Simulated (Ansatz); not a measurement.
# Two-dimensional strain map in C

Level of theory: Ansatz, DFT PBE, scalar-relativistic, plane waves, PAW. Cutoff 420 eV, Γ-centred 12×12×12 k-points, Gaussian smearing of 0.05 eV. No spin polarisation. Energies are free energies at this smearing, counted from the undisturbed cell; pressure is positive in compression.

The starting cell (relaxed at this level):

```
C
1.0
     0.00000    1.78574    1.78574
     1.78574    0.00000    1.78574
     1.78574    1.78574    0.00000
C
2
Direct
  0.50000 0.50000 0.50000
  0.75000 0.75000 0.75000
```

The cell is strained by p along both x and y and by q along z, fractional coordinates fixed. Points are written (p, q).

Energy above the undisturbed cell in meV/atom (a dash: not computed):

```
 p \ q  -0.050  -0.025  0.000  0.025  0.050
-0.050   198.7   143.0  116.0  115.9  140.8
-0.025    92.1    46.4   27.6   33.7   63.3
 0.000    48.9    12.0    0.0   11.4   44.6
 0.025    60.1    30.8   24.7   40.3   76.3
 0.050   117.9    95.2   94.0  113.1  151.2
```

Pressure in GPa:

| p \ q | -0.050 | -0.025 | 0.000 | 0.025 | 0.050 |
| --- | --- | --- | --- | --- | --- |
| -0.050 | 88.3 | 70.0 | 53.7 | 39.0 | 26.0 |
| -0.025 | 53.2 | 37.9 | 24.1 | 11.9 | 1.0 |
| 0.000 | 24.5 | 11.5 | 0.0 | -10.2 | -19.2 |
| 0.025 | 1.0 | -9.9 | -19.4 | -27.9 | -35.3 |
| 0.050 | -18.1 | -27.1 | -35.1 | -42.0 | -48.1 |

Gap on the k-mesh in eV:

```
 p \ q  -0.050  -0.025  0.000  0.025  0.050
-0.050    4.52    4.10   3.71   3.33   2.98
-0.025    3.70    4.33   3.94   3.57   3.23
 0.000    2.96    3.56   4.15   3.79   3.45
 0.025    2.30    2.88   3.44   3.99   3.65
 0.050    1.71    2.27   2.81   3.33   3.83
```